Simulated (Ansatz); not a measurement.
# Which functional gives which lattice for EuS?

Starting cell:

```xyz
2
Lattice="0.0000 2.9785 2.9785 2.9785 0.0000 2.9785 2.9785 2.9785 0.0000" Properties=species:S:1:pos:R:3 pbc="T T T"
Eu    2.9785    2.9785    2.9785
S     0.0000    0.0000    0.0000
```

Ansatz, plane waves and PAW, scalar-relativistic (no spin–orbit coupling), 8×8×8 k-mesh. Spin-polarised, started with parallel moments of up to 7.5 μB. In the setting of the table the starting cell (space group Fm-3m) has 4.212 × 4.212 × 4.212 Å, angles 60.0 / 60.0 / 60.0°. Each functional was followed to zero pressure by scaling the cell, shape and atoms held, then fitted over four more volumes within ±4 % of it.

What cell, stiffness and gap does each give?


| functional | V0 (Å³/atom) | cell | B0 (GPa) | B′ from the pressures | gap on the mesh | largest moment in an atom's sphere (μB) | cutoff (eV) |
| --- | --- | --- | --- | --- | --- | --- | --- |
| rPW86-PBE + rVV10 +U (Eu: 6.0 eV) | 26.75 | 4.230 × 4.230 × 4.230 Å, angles 60.0 / 60.0 / 60.0° | 54 | 4.1 | 0.66 eV | 6.86 | 420 |
| r2SCAN + D3(BJ)-ATM +U (Eu: 4.0 eV) | 26.07 | 4.194 × 4.194 × 4.194 Å, angles 60.0 / 60.0 / 60.0° | 55 | 4.0 | 0.43 eV | 6.88 | 500 |
| PBE + D3(BJ)-ATM +U (Eu: 6.0 eV) | 25.84 | 4.181 × 4.181 × 4.181 Å, angles 60.0 / 60.0 / 60.0° | 53 | 4.1 | 0.58 eV | 6.86 | 420 |
| r2SCAN + rVV10 +U (Eu: 4.0 eV) | 25.99 | 4.189 × 4.189 × 4.189 Å, angles 60.0 / 60.0 / 60.0° | 56 | 4.0 | 0.36 eV | 6.87 | 500 |

The volumes span 3.5 %, from PBE + D3(BJ)-ATM +U (Eu: 6.0 eV) to rPW86-PBE + rVV10 +U (Eu: 6.0 eV). The stiffness doesn't follow the volume steadily: stiffest r2SCAN + rVV10 +U (Eu: 4.0 eV) (56 GPa at 25.99 Å³/atom), softest PBE + D3(BJ)-ATM +U (Eu: 6.0 eV) (53 GPa at 25.84 Å³/atom), yet r2SCAN + rVV10 +U (Eu: 4.0 eV) is stiffer than PBE + D3(BJ)-ATM +U (Eu: 6.0 eV) in a larger cell (56 against 53 GPa). Of 5 runs of this kind 1 is left out: 1 is in doubt (a loose fit, a gap or moment that comes and goes along the fit, no cell at zero pressure, a state that may not be the lowest or a known fault).

Caveats: gaps at these levels are rough, and mostly too small; not tested for a lower state; only parallel moments were run, and the real order may differ; state of the open shells carried from another run.

Points behind the fit for r2SCAN + D3(BJ)-ATM +U (Eu: 4.0 eV):

```tsv
V (Å³/atom)	E − Emin (meV/atom)	P (GPa)
25.033	7.71	2.45
25.555	1.86	1.16
26.076	0.00	0.00
26.598	1.75	-1.05
27.119	6.76	-2.00
```
